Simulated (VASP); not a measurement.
Input of a VASP 6.6.1 run:

The input INCAR:

```
PREC = Accurate
ENCUT = 600
EDIFF = 1E-6
ISMEAR = 0
SIGMA = 0.03
LREAL = F
LASPH = T
NELM = 150
ALGO = Normal
ISIF = 3
LWAVE = F
LCHARG = F
ISPIN = 2
MAGMOM = 2 0
LORBIT = 11
LMAXMIX = 4
LDAU = T
LDAUTYPE = 2
LDAUL = 2 -1
LDAUU = 6.2 0
LDAUJ = 0 0
LDAUPRINT = 1
GGA = PE
IBRION = 2
NSW = 90
EDIFFG = -0.01
AMIX = 0.2
BMIX = 1E-4
AMIX_MAG = 0.8
BMIX_MAG = 1E-4
```

File KPOINTS:

```
Automatic mesh
0
Gamma
  12 12 12
```

File POSCAR:

```
NiO
1.0
    0.0000000000      2.0859016400      2.0859016400
    2.0859016400      0.0000000000      2.0859016400
    2.0859016400      2.0859016400      0.0000000000
Ni O
1 1
Direct
    0.0000000000      0.0000000000      0.0000000000
    0.5000000000      0.5000000000      0.5000000000
```

Potentials or basis: VASP PAW PBE potentials, release 64 (Ni, O).

Launch:

```bash
$ cat potpaw_PBE.64/Ni/POTCAR potpaw_PBE.64/O/POTCAR > POTCAR
$ mpirun -np 1 vasp_std > vasp.out
```

Q: Predict the band gap on the k mesh.

A: 2.55 eV, indirect (least direct gap 3.19 eV).

Q: Estimate the relaxed volume.

A: 9.23 Å³/atom.

Eigenvalues of the final occupation matrices:
```csv
site,spin,trace,eigenvalues
site 1 d,1,5.02,0.98 0.98 0.98 1.04 1.04
site 1 d,2,3.22,0.14 0.14 0.98 0.98 0.98
```

Caveat: a cell with one magnetic atom can't hold antiferromagnetic order, which such compounds often take. Zero-point motion and thermal expansion aren't in these numbers.
